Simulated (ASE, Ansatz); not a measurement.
# Forces and charges in generalised stacking fault on (111) (glide set) of a GaP-AlP solid solution (72 atoms), part 2 of 2

What does DFT give for generalised stacking fault on (111) (glide set) of a GaP-AlP solid solution (72 atoms) as built?

Ansatz 0.2.0; Kohn-Sham DFT, LDA, PAW (set soft_2), plane waves.

The cell: 18 Al, 36 P and 18 Ga. The host structure and its lattice constant were typed by rule, without a check against the phase diagram.

So far. Step 2 (Plane-wave single point): Forces differ by site in this geometry: P atoms with 3 neighbours bear 1.5 eV/Å on average, against 0.27 eV/Å for those with 4. Mean intrinsic-atomic-orbital charges: Al +0.36, Ga -0.00, P -0.18 e. Charges this small depend on the projection, at times even in sign.

## Step 3: Local order

Bonds and neighbours are counted at the geometry of the runs.

Density 3.21 g/cm³, 20.53 Å³ an atom.

g(r), total and by pair (bins of 0.2 Å):

```csv
r (Å),total,P-P,P-Al,P-Ga,Al-Al,Al-Ga,Ga-Ga
2.20,0.55,0.00,1.09,1.10,0.00,0.00,0.00
2.40,5.13,0.00,10.25,10.20,0.00,0.00,0.00
2.60,0.00,0.00,0.00,0.00,0.00,0.00,0.00
2.80,0.00,0.00,0.00,0.00,0.00,0.00,0.00
3.00,0.16,0.00,0.31,0.31,0.00,0.00,0.00
3.20,0.00,0.00,0.00,0.00,0.00,0.00,0.00
3.40,0.00,0.00,0.00,0.00,0.00,0.00,0.00
3.60,0.00,0.00,0.00,0.00,0.00,0.00,0.00
3.80,6.15,12.30,0.00,0.00,11.20,13.65,10.70
4.00,0.32,0.47,0.17,0.17,0.47,0.35,0.70
4.20,0.00,0.00,0.00,0.00,0.00,0.00,0.00
4.40,0.46,0.29,0.69,0.59,0.19,0.29,0.38
4.60,4.00,0.00,7.95,8.05,0.00,0.00,0.00
4.80,0.35,0.00,0.69,0.69,0.00,0.00,0.00
5.00,0.00,0.00,0.00,0.00,0.00,0.00,0.00
5.20,0.10,0.21,0.00,0.00,0.14,0.21,0.27
5.40,1.36,2.71,0.00,0.00,2.81,2.86,2.44
5.60,0.09,0.03,0.17,0.17,0.00,0.00,0.00
5.80,0.29,0.32,0.24,0.29,0.32,0.21,0.54
6.00,2.37,0.00,4.80,4.69,0.00,0.00,0.00
6.20,0.00,0.00,0.00,0.00,0.00,0.00,0.00
6.40,0.25,0.26,0.26,0.20,0.26,0.18,0.44
6.60,3.25,6.40,0.04,0.15,7.00,6.00,6.70
6.80,0.82,1.43,0.26,0.24,1.12,1.65,1.12
7.00,1.86,0.45,3.35,3.20,0.59,0.30,0.59
7.20,0.66,0.21,1.08,1.16,0.07,0.28,0.21
7.40,0.17,0.00,0.29,0.39,0.00,0.00,0.00
7.60,0.33,0.35,0.29,0.29,0.49,0.34,0.37
```

Bonds by pair of elements; cutoffs follow the first minimum of g(r), held within bounds set by covalent radii, and pairs that aren't listed don't count as bonded:

```csv
pair A-B,cutoff (Å),bonds,mean length (Å),spread (Å),shortest (Å),B about A,A about B
P-Al,2.68,69,2.35,0.04,2.22,1.92,3.83
P-Ga,2.73,69,2.35,0.04,2.23,1.92,3.83
```

How many atoms have how many bonded neighbours:

```csv
element,mean,3,4
Al,3.83,3,15
Ga,3.83,3,15
P,3.83,6,30
```

Bond angles, per cent of each kind in bins of 5°:

```csv
angle (°),Al-P-Ga,P-Ga-P,P-Al-P,Al-P-Al,Ga-P-Ga
105–110,74.8,75.8,77.8,79.5,76.7
110–115,14.4,15.2,14.1,15.9,14.0
115–120,9.9,9.1,8.1,4.5,9.3
120–125,0.9,0.0,0.0,0.0,0.0
```

Bond angles (no mean is given where the spread exceeds 20°):

```csv
angle,count,mean (°),spread (°)
Al-P-Ga,111,110,2.5
P-Ga-P,99,110,2.3
P-Al-P,99,110,2.3
Al-P-Al,44,110,1.9
Ga-P-Ga,43,110,2.3
```

Bond length by coordination (bonds to H left out):

```csv
element,coordination,atoms,mean bond length (Å)
Al,3,3,2.28
Al,4,15,2.36
Ga,3,3,2.28
Ga,4,15,2.36
P,3,6,2.28
P,4,30,2.36
```

Rings of the network by King's shortest-path rule, up to 12 atoms, one path for each pair of neighbours; H, halogens, alkali and alkaline-earth atoms are left out, and the last column divides by all other atoms, bonded or not:

```csv
ring size (atoms),rings,per network atom
6,112,1.56
8,10,0.139
```

First main peaks of g(r), for some of the pairs, lie near 3.86 Å (P-P), 2.35 Å (P-Al), 2.35 Å (P-Ga), 3.87 Å (Al-Al), 3.86 Å (Al-Ga) and 3.87 Å (Ga-Ga). By these cutoffs 83 % of Al atoms have 4, 83 % of Ga atoms have 4 and 83 % of P atoms have 4 bonded neighbours. The Al-P-Ga angle averages 110° with a spread of 2°. Rings of 6 atoms are the most common (92 % of those counted); sizes run from 6 to 8.

Local excerpt of 16 atoms (numbers count through the whole input) about P54, which has 3 bonded neighbours where the commonest count for P is 4; x, y, z are measured from there.

```csv
atom,x,y,z,distance (Å),bonds,intrinsic-atomic-orbital charge (e),Fx,Fy,Fz (eV/Å)
P54,0.00,0.00,0.00,0.00,3,-0.31,1.36,0.13,0.04
Al1,-0.58,-1.94,0.97,2.24,3,0.38,-1.41,0.29,0.13
Al11,-0.58,1.95,0.97,2.25,3,0.38,-1.42,-0.15,-0.02
Ga53,-0.03,-0.01,-2.35,2.35,4,0.00,0.09,0.33,0.18
Al15,2.77,0.01,1.00,2.95,3,0.38,-1.55,-0.12,0.12
P56,3.32,-1.90,-0.01,3.82,3,-0.28,1.52,-0.31,0.01
P26,1.08,-1.90,-3.14,3.83,4,-0.16,0.09,-0.25,-0.18
P52,-2.24,0.01,-3.12,3.84,4,-0.16,-0.14,0.17,-0.33
P70,3.32,1.94,0.04,3.84,3,-0.19,1.61,0.44,-0.38
P32,-0.02,-3.85,0.01,3.85,3,-0.16,1.37,-0.38,-0.20
P48,1.09,1.95,-3.15,3.86,4,-0.08,0.12,-0.17,0.22
P56,-3.37,-1.90,-0.01,3.87,3,-0.28,1.52,-0.31,0.01
P68,-0.01,3.88,-0.01,3.88,3,-0.16,1.33,0.10,-0.01
P70,-3.37,1.94,0.04,3.88,3,-0.19,1.61,0.44,-0.38
P2,-0.56,-1.91,3.34,3.89,4,-0.17,-0.31,0.06,-0.08
P12,-0.58,1.95,3.35,3.91,4,-0.17,-0.08,-0.07,-0.14
```

The column of bonds counts only the pairs P-Al within 2.68 Å, P-Ga within 2.73 Å; other neighbours, such as metal atoms beside each other in a compound, aren't counted, and periodic images can show an atom twice.

## Step 4: Outcome

| Property | Result |
| --- | --- |
| free energy per atom | -1418.3421 eV/atom |
| density | 3.209 g/cm³ |
| pressure | -1.74 GPa |
| r.m.s. force component | 0.3654 eV/Å |
| spacing of highest filled and lowest empty level | 0.3629 eV |
| wall time of the 1 DFT run | 29 s |

**Reading.** Between filled and empty levels lie 0.363 eV on the run's k-points; the mesh holds the band edges only if they fold onto it, so the gap at this level can be narrower or closed, while local or semilocal functionals tend to narrow gaps against experiment. 2 levels are partly filled, by over 2 %, under the smearing. Forces differ by site in this geometry: P atoms with 3 neighbours bear 1.5 eV/Å on average, against 0.27 eV/Å for those with 4. Counting bonds as in the table, 83 % of Al atoms have 4, 83 % of Ga atoms have 4 and 83 % of P atoms have 4 bonded neighbours.

What to keep in mind: The geometry was built by rule, was displaced at random and isn't relaxed at this level: its force components are 0.37 eV/Å r.m.s. The stress is far from hydrostatic: its diagonal is -2.8, 0.8, -3.2 GPa, compression counted positive. The pressure of -1.7 GPa belongs to a cell and atoms that aren't relaxed at this level.

[Logs are printed without paths, hosts, clocks, repeated set-up lines and the standing remarks that a program may print on its own settings, such as how far it seeks lower states.]

[Hosts, paths, dates, database ids (printed as entryN), source tags and the programs' standing remarks are cut or masked in the printed files.]
